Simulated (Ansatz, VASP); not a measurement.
## Al: VASP beside Ansatz

The input INCAR:

```
SYSTEM = Al
PREC = Accurate ; ENCUT = 520
EDIFF = 1E-8 ; ISMEAR = -1
SIGMA = 0.05 ; LREAL = .False.
LASPH = .True. ; NELM = 80
ALGO = Normal ; ISIF = 2
LWAVE = .False. ; LCHARG = .False.
GGA = PS ; LEFG = .True.
NBANDS = 8
```

Contents of KPOINTS:

```
Automatic mesh
0
Gamma
  14 14 14
  0 0 0
```

Contents of POSCAR:

```
Al
1.0
   -0.0202398000      2.0138601000      2.0138601000
    2.0138601000     -0.0202398000      2.0138601000
    2.0138601000      2.0138601000     -0.0202398000
Al
1
Direct
    0.0000000000      0.0000000000      0.0000000000
```

Input for Ansatz:

```yaml
crystal:
  lattice:
    - [-0.0202398, 2.0138601, 2.0138601]
    - [2.0138601, -0.0202398, 2.0138601]
    - [2.0138601, 2.0138601, -0.0202398]
  atoms:
    - { symbol: Al, position: [0.0, 0.0, 0.0] }
kpoints:
  mp_grid: { grid: [14, 14, 14] }
scf:
  occupations: { method: fermi_dirac, width: 0.05 }
hamiltonian:
  xc: pbesol
  pseudopotentials: { kind: all_electron, datasets: crystal }
output:
  forces: true
  stress: true
  eigenvalues: true
  efg: { contact_densities: true }
```

Change from the starting cell: equal xy, yz and zx shear strains of -1 %, crystal datasets.

Alike in both runs: task electric field gradients; functional PBEsol; k mesh 14 × 14 × 14; occupations fermi-dirac, width 0.05 eV; no spin polarisation.

|  | VASP | Ansatz |
| --- | --- | --- |
| version | VASP 6.6.1 | Ansatz 0.2.0 |
| potentials or method | VASP PAW PBE potentials, release 64 (Al) | all-electron PAW with datasets made for the crystal, scalar-relativistic |
| plane-wave cutoff (eV) | 520 | see its input |

Ansatz gave:

| Quantity | Value |
| --- | --- |
| pressure (GPa) | -2.1 |
| Vzz of the field gradient on the site that differs most (V/Å²) | -1.2 |

Question: Which values does VASP return?

Answer: Pressure (GPa): -2.0; Vzz of the field gradient on the site that differs most (V/Å²): -1.3.

Ansatz ran all-electron here, so the differences hold the error of VASP's frozen core and of both bases.

Caveats: the PAW data sets were made with another functional, which shifts forces and pressure a little (VASP).
